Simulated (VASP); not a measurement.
Input of a VASP 6.6.1 run:

The input INCAR:

```
PREC     = Accurate       # precision mode
ENCUT    = 520            # plane-wave cutoff, eV
EDIFF    = 1E-6           # SCF threshold, eV
ISMEAR   = -1             # smearing method
SIGMA    = 0.05           # smearing width, eV
LREAL    = False          # projectors in reciprocal space
LASPH    = True           # aspherical terms in the spheres
NELM     = 80             # most SCF steps
ALGO     = Normal         # electronic algorithm
ISIF     = 2              # what is computed and relaxed
LWAVE    = False          # write WAVECAR
LCHARG   = False          # write CHGCAR
GGA      = PS             # functional
IVDW     = 12             # dispersion correction
NBANDS   = 16             # bands
```

KPOINTS

```
regular mesh
0
Gamma
  8 8 8
```

Contents of POSCAR:

```
GaSb
1.0
    0.0000000000      3.0384691801      3.0384691801
    3.0384691801      0.0000000000      3.0384691801
    3.0384691801      3.0384691801      0.0000000000
Sb Ga
1 1
Direct
    0.7500000000      0.7500000000      0.7500000000
    0.0000000000      0.0000000000      0.0000000000
```

Potentials or basis: VASP PAW PBE potentials, release 64 (Sb, Ga_d).

Command:

```console
$ cat potpaw_PBE.64/Sb/POTCAR potpaw_PBE.64/Ga_d/POTCAR > POTCAR
$ mpirun -np 1 vasp_std > vasp.out
```

Q: Predict the pressure.

A: -0.9 GPa.

Q: Predict the dispersion energy per atom.

A: -0.330 eV.

Q: Predict the band gap on the k mesh.

A: 0.13 eV, direct.

Caveat: the PAW data sets were made with another functional, which shifts forces and pressure a little; spin-orbit coupling is left out, which moves the levels of the heavy elements.

**What was measured.**

A printed reference work, data compilation reports, for a bulk crystal of GaSb at 4.2 K: band gap 0.811 eV (direct).

Against the measured gap of GaSb, 0.811 eV (direct; 4.2 K; a printed reference work, data compilation), the calculated 0.13 eV is off by -0.68 eV. Spin-orbit coupling on Ga, Sb is left out. The value is that of PBEsol+D3(BJ) on a finite k mesh, which can miss the band edges, without temperature or zero-point motion. Semilocal functionals fall short of measured gaps as a rule.
